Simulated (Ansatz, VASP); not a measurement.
**Sn24O47 (V_O): VASP beside Ansatz**

Wanted: the spread between two codes on one cell, functional and k mesh. The cell is taken from a series of runs on this material, whose earlier steps may have relaxed, scaled, displaced or heated it; both programs get it as it stands.

Main program and level: Ansatz 0.2.0; plane waves, with VASP 6.6.1 beside it; single point at r2SCAN.

## (1) The structure

The cell holds 71 atoms: 24 Sn and 47 O. Its edges and angles: a = 9.373 Å, b = 9.373 Å, c = 9.458 Å, α = 90.0°, β = 90.0°, γ = 90.0°. It derives from SnO2 (SnO2 (P4_2/mnm)). Nearest the centre at fractional (0.403, 0.597, 0.500): Sn22 at 2.07 Å, Sn9 at 2.07 Å, Sn24 at 2.08 Å, O52 at 2.53 Å, O43 at 2.79 Å, O47 at 2.79 Å, O42 at 2.79 Å, O46 at 2.79 Å.

Structure file:

```xyz
71
Lattice="9.3728 0.0000 0.0000 0.0000 9.3728 0.0000 0.0000 0.0000 9.4580" Properties=species:S:1:pos:R:3 pbc="T T T"
Sn    2.3335    2.3417    1.5769
Sn    0.0171    9.3476    0.0026
Sn    2.3239    2.3187    4.7317
Sn    9.3584    0.0057    3.1496
Sn    2.3342    2.3429    7.8867
Sn    9.3588    0.0062    6.3136
Sn    2.3495    7.0158    1.5765
Sn    9.3583    4.6909    0.0027
Sn    2.3065    7.0577    4.7315
Sn    9.3687    4.6691    3.1575
Sn    2.3488    7.0154    7.8864
Sn    9.3689    4.6689    6.3055
Sn    7.0356    2.3295    1.5745
Sn    4.6739    0.0065    0.0025
Sn    7.0259    2.3386    4.7316
Sn    4.6957    9.3685    3.1578
Sn    7.0352    2.3292    7.8886
Sn    4.6954    9.3686    6.3057
Sn    7.0216    7.0304    1.5763
Sn    4.6953    4.6692    0.0027
Sn    7.0458    7.0406    4.7314
Sn    4.6974    4.6660    3.1227
Sn    7.0227    7.0310    7.8862
Sn    4.6983    4.6671    6.3408
O     0.9017    3.7653    1.5751
O     3.7562    0.9027    1.5956
O     1.4333    1.4126    0.0023
O     3.2617    3.2450    0.0034
O     0.8879    3.7405    4.7315
O     3.7548    0.8927    4.7318
O     1.4271    1.4208    3.1499
O     3.2275    3.2934    3.1782
O     0.9015    3.7654    7.8885
O     3.7577    0.9048    7.8679
O     1.4276    1.4211    6.3140
O     3.2274    3.2957    6.2847
O     0.9238    8.4402    1.5998
O     3.7772    5.5905    1.5709
O     1.4290    6.1070    0.0028
O     3.2571    7.9364    0.0022
O     0.9021    8.4614    4.7316
O     1.4972    6.0497    3.1785
O     3.3152    7.8671    3.1794
O     0.9236    8.4402    7.8633
O     3.7748    5.5883    7.8925
O     1.4992    6.0477    6.2837
O     3.3134    7.8688    6.2843
O     5.6023    3.7611    1.5799
O     8.4618    0.9042    1.5686
O     6.1010    1.4343    0.0028
O     7.9295    3.2646    0.0023
O     5.5603    3.8033    4.7318
O     8.4540    0.9121    4.7316
O     6.1003    1.4464    3.1583
O     7.9165    3.2660    3.1586
O     5.6021    3.7609    7.8835
O     8.4616    0.9040    7.8946
O     6.0999    1.4468    6.3047
O     7.9168    3.2658    6.3048
O     5.5982    8.4621    1.5747
O     8.4608    5.6079    1.5953
O     6.1206    6.1017    0.0017
O     7.9508    7.9327    0.0028
O     5.6230    8.4754    4.7318
O     8.4731    5.6110    4.7315
O     6.0695    6.1363    3.1784
O     7.9421    7.9382    3.1491
O     5.5984    8.4619    7.8882
O     8.4632    5.6097    7.8676
O     6.0717    6.1360    6.2848
O     7.9424    7.9388    6.3133
```

## (2) VASP: single point, r2SCAN

With cell and atoms fixed, the geometry can't cause a difference; cores, projectors, grids and the points listed under the comparison can.

Lines of VASP's logs that name or quote its potential files are left out, and so is its time.

File INCAR:

```
SYSTEM = Sn24O47
PREC = Accurate
ENCUT = 580
EDIFF = 1E-06
NELM = 120
ISMEAR = -1
SIGMA = 0.01
LREAL = Auto
ALGO = Normal
METAGGA = R2SCAN
LASPH = .TRUE.
NBANDS = 360
LORBIT = 11
LWAVE = .FALSE.
LCHARG = .FALSE.
ISIF = 2
ISYM = 0
GGA_COMPAT = .FALSE.
EFERMI = MIDGAP
LMIXTAU = .TRUE.
KPAR = 4
```

File POSCAR:

```
Sn24O47
1.0
    9.3727705270      0.0000000000      0.0000000000
    0.0000000000      9.3727705270      0.0000000000
    0.0000000000      0.0000000000      9.4580137286
Sn O
24 47
Direct
    0.2489656719      0.2498421770      0.1667271078
    0.0018285956      0.9973096459      0.0002749887
    0.2479416557      0.2473905062      0.5002870975
    0.9984641405      0.0006033562      0.3330131977
    0.2490423439      0.2499690339      0.8338647001
    0.9985096736      0.0006593634      0.6675368870
    0.2506690849      0.7485333396      0.1666882146
    0.9984530835      0.5004798088      0.0002833220
    0.2460812918      0.7529976709      0.5002653968
    0.9995636144      0.4981552731      0.3338487110
    0.2505960594      0.7484892596      0.8338364490
    0.9995832013      0.4981364034      0.6666834523
    0.7506380918      0.2485349044      0.1664747423
    0.4986703121      0.0006947738      0.0002688722
    0.7496047470      0.2495124851      0.5002734825
    0.5009979178      0.9995467091      0.3338765902
    0.7506024746      0.2485056705      0.8340679581
    0.5009657335      0.9995580987      0.6667029226
    0.7491448998      0.7500824820      0.1666681467
    0.5009503115      0.4981642615      0.0002868695
    0.7517324437      0.7511728719      0.5002489867
    0.5011765319      0.4978268590      0.3301694084
    0.7492701170      0.7501568239      0.8338126276
    0.5012736880      0.4979375301      0.6704146363
    0.0962079938      0.4017320165      0.1665365548
    0.4007543740      0.0963062907      0.1687008943
    0.1529207401      0.1507141670      0.0002444139
    0.3479994116      0.3462112637      0.0003601202
    0.0947364699      0.3990804791      0.5002629595
    0.4006061900      0.0952471344      0.5002910132
    0.1522557993      0.1515832479      0.3330352901
    0.3443530420      0.3513847982      0.3360323438
    0.0961787572      0.4017349680      0.8340566161
    0.4009180819      0.0965339785      0.8318809605
    0.1523178697      0.1516164144      0.6675833479
    0.3443381434      0.3516272899      0.6644815730
    0.0985618571      0.9005014085      0.1691504262
    0.4029972525      0.5964660632      0.1660883653
    0.1524672476      0.6515690540      0.0003006862
    0.3475104784      0.8467478704      0.0002343827
    0.0962497432      0.9027601428      0.5002737587
    0.1597439241      0.6454534880      0.3360678390
    0.3537097226      0.8393554237      0.3361638523
    0.0985388412      0.9004973282      0.8313945755
    0.4027387265      0.5962299166      0.8344812785
    0.1599493729      0.6452362130      0.6643738012
    0.3535166170      0.8395391138      0.6644449014
    0.5977209539      0.4012750609      0.1670386331
    0.9028098765      0.0964670767      0.1658522153
    0.6509279531      0.1530290488      0.0003000366
    0.8460192917      0.3483091288      0.0002425745
    0.5932361191      0.4057797798      0.5002905759
    0.9019783305      0.0973099682      0.5002729616
    0.6508530945      0.1543149251      0.3339305396
    0.8446283356      0.3484549759      0.3339615763
    0.5976987986      0.4012589303      0.8335276043
    0.9027864355      0.0964536258      0.8346988874
    0.6508121523      0.1543568044      0.6665959793
    0.8446590460      0.3484348430      0.6666056302
    0.5972798839      0.9028394526      0.1664923232
    0.9026979230      0.5983194405      0.1686720935
    0.6530240084      0.6509980354      0.0001791485
    0.8482823505      0.8463520404      0.0002949374
    0.5999241057      0.9042607203      0.5002907573
    0.9040112080      0.5986512016      0.5002633430
    0.6475718240      0.6546974964      0.3360565844
    0.8473620162      0.8469465248      0.3329517920
    0.5973017754      0.9028207680      0.8340185738
    0.9029563242      0.5985121957      0.8318451048
    0.6478028372      0.6546660505      0.6644974403
    0.8473961700      0.8470021393      0.6675102711
```

File KPOINTS:

```
Points of the shifted mesh
8
Reciprocal
 0.2500000000  0.2500000000  0.2500000000 1
 0.2500000000  0.2500000000  0.7500000000 1
 0.2500000000  0.7500000000  0.2500000000 1
 0.2500000000  0.7500000000  0.7500000000 1
 0.7500000000  0.2500000000  0.2500000000 1
 0.7500000000  0.2500000000  0.7500000000 1
 0.7500000000  0.7500000000  0.2500000000 1
 0.7500000000  0.7500000000  0.7500000000 1
```

PAW data sets: Sn_d and O (PBE family, release 64).

Started as:

```
mpirun -np 8 vasp_std
```

Numbers of over 12 decimals in the logs are rounded to 6 here.

The program printed:

```text
[banner, memory and clock lines left out]
running    8 mpi-ranks, on    1 nodes
[...]
|                                                                             |
|           W    W    AA    RRRRR   N    N  II  N    N   GGGG   !!!           |
|           W    W   A  A   R    R  NN   N  II  NN   N  G    G  !!!           |
|           W    W  A    A  R    R  N N  N  II  N N  N  G       !!!           |
|           W WW W  AAAAAA  RRRRR   N  N N  II  N  N N  G  GGG   !            |
|           WW  WW  A    A  R   R   N   NN  II  N   NN  G    G                |
|           W    W  A    A  R    R  N    N  II  N    N   GGGG   !!!           |
|                                                                             |
|     For optimal performance we recommend to set                             |
|       NCORE = 2 up to number-of-cores-per-socket                            |
|     NCORE specifies how many cores store one orbital (NPAR=cpu/NCORE).      |
|     This setting can greatly improve the performance of VASP for DFT.       |
[...]
|               ----> ADVICE to this user running VASP <----                  |
|                                                                             |
|     You enforced a specific xc type in the INCAR file but a different       |
|     [... a line on the potential file left out ...]
|     I HOPE YOU KNOW WHAT YOU ARE DOING!                                     |
|                                                                             |

 LDA part: xc-table for (None), standard interpolation
 POSCAR, INCAR and KPOINTS ok, starting setup
[...]
entering main loop
       N       E                     dE             d eps       ncg     rms          rms(c)
DAV:   1     0.145996498634E+05    0.14600E+05   -0.24896E+05  5760   0.303E+03
DAV:   2     0.274850980341E+04   -0.11851E+05   -0.11376E+05  5760   0.965E+02
DAV:   3    -0.720208980031E+03   -0.34687E+04   -0.32974E+04  5976   0.385E+02
DAV:   4    -0.119899692070E+04   -0.47879E+03   -0.46807E+03  6616   0.150E+02
[...]
DAV:  21    -0.100301305500E+04   -0.20658E-04   -0.10951E-05  5320   0.125E-02    0.307E-03
DAV:  22    -0.100301305626E+04   -0.12664E-05   -0.19134E-06  3648   0.514E-03    0.145E-03
DAV:  23    -0.100301305655E+04   -0.29095E-06   -0.11015E-06  3520   0.321E-03
   1 F= -.10030131E+04 E0= -.10030131E+04  d E =0.000000E+00
```

From OUTCAR (step 2):

```text
 POSITION                                       TOTAL-FORCE (eV/Angst)
 -----------------------------------------------------------------------------------
      2.33350      2.34171      1.57691         0.215267      0.188155      0.241178
      0.01714      9.34755      0.00260         0.071865     -0.073151     -0.000224
      2.32390      2.31873      4.73172         0.315979      0.367788      0.006690
      9.35838      0.00566      3.14964         0.092409     -0.094567      0.087232
      2.33422      2.34290      7.88670         0.217794      0.190220     -0.248681
      9.35880      0.00618      6.31357         0.093016     -0.092156     -0.088101
      2.34946      7.01583      1.57654         0.219892     -0.212276      0.342532
      9.35827      4.69088      0.00268         0.072640      0.096553      0.001600
      2.30646      7.05767      4.73152         1.225819     -1.221272     -0.000935
      9.36868      4.66910      3.15755         0.192793      0.193994      0.066106
      2.34878      7.01542      7.88644         0.217609     -0.216818     -0.342004
      9.36886      4.66892      6.30550         0.193621      0.191130     -0.067454
      7.03556      2.32946      1.57452        -0.127900      0.131315      0.134311
      4.67392      0.00651      0.00254        -0.095156     -0.071971      0.001188
[...]
-----------------------------------------------------------------------------------
    total drift:                                0.018814      0.038849      0.000901

  FREE ENERGIE OF THE ION-ELECTRON SYSTEM (eV)
  ---------------------------------------------------
  free  energy   TOTEN  =     -1003.0130565536 eV

  energy  without entropy=    -1003.0130565536  energy(sigma->0) =    -1003.01305655
```

The run ends at a pressure of 12.97 GPa, with forces up to 1.9 eV/Å.

## (3) Ansatz: single point, r2SCAN

Ansatz runs on its PAW soft_1 files.

The same cell, functional, mesh and smearing now go to Ansatz.

File input.yaml:

```yaml
crystal:
  checkpoint: "../qp1_M1.relax.run"
  host: checkpoint
basis:
  ecutwfc: 500
  xc_grid: 2
hamiltonian:
  xc: r2scan
  pseudopotentials: { kind: paw, azcp: { folder: soft_1 } }
kpoints:
  mp_grid: { grid: [2, 2, 2], shift: [0.5, 0.5, 0.5] }
scf:
  occupations: { method: fermi_dirac, width: 0.01 }
  max_iter: 60
output:
  forces: true
  eigenvalues: true
  charged_corrections: { defect_position: [0.402971, 0.597029, 0.5] }
checkpoint:
  read: "../qp1_M1.relax.run"
  write: "../qp1_M1.point_neutral.run"
  compress: false
  write_wavefunctions: false
  write_every: 100000
```

Started as:

```
ansatz run input.yaml --threads 8 --pin off --max-ram 15073MiB --backend cpu --events-out ev --progress --plain --runs-dir out
```

The program printed:

```text
Warning: checkpoint.read: spin treatment differs: saved collinear, current unpolarized; the saved charge density seeds this run and the saved magnetisation is not carried: this deck is unpolarised; the saved density holds an absolute magnetisation of 1.1e0 μB; saved orbitals and DFT+U occupations are not carried; the saved kinetic-energy density and PAW projector densities are carried summed over spin
checkpoint.read: the saved state was converged at a total charge of 1 e, and this run's is 0 e: a saved density that it takes is scaled to its electron count
crystal.checkpoint: the structure is that of <dir>, a `relax` run, at its step 4: its result, under r2scan at a charge of 1 e; 71 atoms read, 0 with a starting moment; this deck's charge is 0 e; crystal.structure_sha256 for this input is
Engine: ansatz 0.2.0, aarch64-unknown-linux-gnu
Pseudopotentials: kind: paw
Pseudopotential: Sn, paw, valence charge 14, recommended cutoff 500 eV (meta_gga), soft_1/Sn.paw.azcp
Pseudopotential: O, paw, valence charge 6, recommended cutoff 500 eV (meta_gga), soft_1/O.paw.azcp
Functional definition: r2SCAN
  parameter k0 = 0.174
  parameter k1 = 0.065
  parameter a1 = 4.9479
  exchange = r2scan_x(k0 = k0, k1 = k1, a1 = a1)
  correlation = r2scan_c
Crystal: 71 atoms, lattice volume = 830.875 Å³
Basis set: ecut = 500 eV, 21079 PW (Γ), exchange–correlation on 144×144×144 points (8 copies of the dense FFT grid, shifted against one another)
Bands: 380, of which v1, the nominal top of the filled ones, is band 309 counted from 1 (308 counted from 0)
Symmetry: 1 space group operations
Space group: P1 (ITA 1), of the structure as read, at distance tolerance 9.4e-5 Å
k-points: 4 of 8 (time reversal used)
Non-local potential: Sn, projectors of the file, l = 0: 2, l = 1: 2, l = 2: 2, l = 3: 1
Non-local potential: O, projectors of the file, l = 0: 2, l = 1: 2, l = 2: 1
PAW form: soft (Blöchl's): semilocal exchange-correlation on the pseudo side does not see the compensation charge
PAW frozen core: Sn, regenerated for the run's functional (the file was generated under x = pbe(κ = 0.804, μ = 0.219515), c = pbe(β = 0.066725))
PAW frozen core: O, regenerated for the run's functional (the file was generated under x = pbe(κ = 0.804, μ = 0.219515), c = pbe(β = 0.066725))
PAW one-centre angular grid: Sn, 590 points (default); XC on 160 Gauss nodes
PAW one-centre angular grid: O, 302 points (default); XC on 160 Gauss nodes
Initial density: read from a saved state, or passed on in memory by an earlier SCF of this step, an earlier step, the calling program or the single point that the run made first
Initial wavefunctions: pseudopotential atomic-orbital guess
Functional: x = r2scan, c = r2scan; τ floored in thin density (d = 2e-4 eV/Å³)
iter 1 solved again at ethr=1.97e-4 eV; its pass at ethr=3.10e-3 eV (dr2=1.22e0 eV) is discarded
SCF iter   1: F=—  HF=-171658.829410 eV  |F-HF|=—  |Δ(HF+E_count)|=         —  Δρ=6.21e-3  dr2=1.22e0  dr2_τ=5.02e-3  ethr=1.97e-4  ⟨swp⟩=6.0  Hψ=7975  notcnv=0
preconditioner: auto → Resta (q_TF=auto, 2.597 Å⁻¹)  ε∞=3.3  [insulator: Δε(μ)=1.860 eV  Ē_g=21.064 eV  σ=0.010 eV  W_gap=1.00  n_scr=250 (ndim 8)  ℏωp=32.0 eV  f_vac=0.023  D(μ)=0.00/eV (n_scr^D=0)  ε∞_Penn≈3.3]
SCF iter   2: F=—  HF=-171658.546189 eV  |F-HF|=—  |Δ(HF+E_count)|=   2.83e-1  Δρ=3.04e-3  dr2=1.73e-1  dr2_τ=4.17e-3  ethr=1.97e-4  ⟨swp⟩=6.5  Hψ=3318  notcnv=0
SCF iter   3: F=—  HF=-171658.517640 eV  |F-HF|=—  |Δ(HF+E_count)|=   2.85e-2  Δρ=1.20e-3  dr2=1.26e-2  dr2_τ=1.42e-3  ethr=2.79e-5  ⟨swp⟩=3.0  Hψ=2578  notcnv=0  defer=258
SCF iter   4: F=—  HF=-171658.516376 eV  |F-HF|=—  |Δ(HF+E_count)|=   1.26e-3  Δρ=4.99e-4  dr2=2.03e-3  dr2_τ=2.02e-4  ethr=2.03e-6  ⟨swp⟩=2.0  Hψ=2124  notcnv=0  defer=170
automatic band count: iteration 4 solves 358 bands in place of 380: the levels show a gap, and the empty bands left out lie too high to hold charge; the band table lists the bands solved (type scf.n_extra_bands for more)
SCF iter   5: F=—  HF=-171658.516320 eV  |F-HF|=—  |Δ(HF+E_count)|=   5.66e-5  Δρ=1.42e-4  dr2=1.45e-4  dr2_τ=1.50e-5  ethr=3.29e-7  ⟨swp⟩=2.0  Hψ=2246  notcnv=0  defer=170
SCF iter   6: F=—  HF=-171658.516331 eV  |F-HF|=—  |Δ(HF+E_count)|=   1.13e-5  Δρ=6.23e-5  dr2=2.46e-5  dr2_τ=2.47e-6  ethr=2.35e-8  ⟨swp⟩=2.0  Hψ=2430  notcnv=0  defer=170
SCF iter   7: F=—  HF=-171658.517403 eV  |F-HF|=—  |Δ(HF+E_count)|=   1.07e-3  Δρ=1.77e-5  dr2=2.01e-6  dr2_τ=1.87e-7  ethr=3.98e-9  ⟨swp⟩=2.0  Hψ=2085  notcnv=0  defer=170
SCF iter   8: F=—  HF=-171658.517404 eV  |F-HF|=—  |Δ(HF+E_count)|=   4.21e-7  Δρ=7.61e-6  dr2=3.87e-7  dr2_τ=4.51e-8  ethr=3.25e-10  ⟨swp⟩=2.0  Hψ=2042  notcnv=0  defer=170
SCF iter   9: F=-171658.517404 eV  HF=-171658.517404 eV  |F-HF|=1.40e-9  |Δ(HF+E_count)|=   3.81e-8  Δρ=2.76e-6  dr2=5.47e-8  dr2_τ=5.41e-9  ethr=1.62e-11  ⟨swp⟩=12.0  Hψ=6720  notcnv=0
[...]
k-point 2: bands = [... 305 lower, 8.9736, 9.0017, 9.3127, 11.7127, 13.1662, 14.1221, 14.3894, 14.5603, ... 45 higher]
  k-point 3: bands = [... 305 lower, 8.9736, 9.0018, 9.3127, 11.7127, 13.1662, 14.1221, 14.3894, 14.5602, ... 45 higher]
```

The column dr2 measures how far the density is from self-consistency, as an energy; F and HF (Harris–Foulkes) agree once it is small.

## (4) Differences

Known differences besides the potentials themselves: VASP keeps PBE cores, Ansatz makes them for the functional; the cutoff is 500 eV in Ansatz and 580 eV in VASP (PREC = Accurate, projectors in real space). Total energies have different zeros and are not compared.

Compared:

```tsv
quantity	Ansatz	VASP	difference
gap on the k mesh (eV)	1.444	1.455	-0.011
```

Forces on 7 of the 71 atoms, those with the largest forces and the largest differences (eV/Å; atoms numbered as in POSCAR):

```tsv
atom	Ansatz x, y, z	VASP x, y, z
Sn9	1.142, -1.136, -0.002	1.226, -1.221, -0.001
Sn22	-0.740, 0.746, 1.445	-0.798, 0.803, 1.545
Sn24	-0.746, 0.739, -1.448	-0.806, 0.795, -1.548
O36	-0.395, -0.582, 0.299	-0.389, -0.579, 0.305
O52	0.964, -0.965, 0.000	1.010, -1.012, -0.001
O66	0.582, 0.394, -0.299	0.578, 0.388, -0.304
O70	0.567, 0.387, 0.302	0.563, 0.381, 0.309
```

The forces differ by 21 meV/Å r.m.s., which is 7.0 % of the r.m.s. force of 0.308 eV/Å (both taken over all components). A gap on the mesh is an upper bound, since the band edges may lie between its points.

## (5) Results

```yaml
r_m_s_force_difference_single_point_r2scan: 7.0 % of the r.m.s. force
```

**Reading.** The r.m.s. force difference is 7.0 % of the r.m.s. force (single point, r2SCAN), beyond the 3 % picked in this series as the mark of a large difference. What causes the difference of the single point, r2SCAN pair stays open here. Such differences can come from data sets, numerical settings and the points named under the comparisons, not from the functional's error against experiment.

[Lines on the potential files, build, host, timing and source positions are cut from VASP's logs without a mark.]

[Logs are printed without paths, hosts, clocks, repeated set-up lines and the standing remarks that a program may print on its own settings, such as how far it seeks lower states.]

[Hosts, paths, dates, database ids (printed as entryN), source tags and the programs' standing remarks are cut or masked in the printed files.]
